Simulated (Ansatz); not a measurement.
EuO:

```
Eu O
1.0
     0.00000    2.57195    2.57195
     2.57195    0.00000    2.57195
     2.57195    2.57195    0.00000
Eu O
1 1
Direct
  0.00000 0.00000 0.00000
  0.50000 0.50000 0.50000
```

Base run:

* Program: Ansatz 0.2.0
* Functional: PBEsol
* Potentials or basis: all-electron LAPW, scalar-relativistic
* Cutoff: 291 eV (chosen from the basis error)
* Basis error allowed: 0.001 eV/atom
* k mesh: 9 × 9 × 9
* Occupations: fermi-dirac, width 0.05 eV
* Spin: collinear spin, ferromagnetic start
* Starting moments: [7.0, 0.0] μB
* Hubbard terms: Eu f U = 6 eV

Its results: pressure -3.0 GPa; net moment 7.00 μB per cell; site moments Eu +6.94; O -0.10 μB.

After a change of settings the same cell gave: pressure -9.0 GPa; net moment 6.97 μB per cell; site moments Eu +6.83; O -0.09 μB. Which change was it?
A. hubbard terms from Eu f U = 6 eV to none
B. potentials or basis from all-electron LAPW, scalar-relativistic to all-electron LAPW, non-relativistic; hubbard terms from Eu f U = 6 eV to none
C. hubbard terms from Eu f U = 6 eV to Eu f U = 2 eV

A.

Caveats: an open f shell can end in a state above the lowest; a cell with one magnetic atom can't hold antiferromagnetic order, which such compounds often take; the magnetic state may not be the lowest (some runs); U is the effective U less J, on atomic orbitals that reach past the spheres (some runs).

The runs don't all hold the same shells in valence.
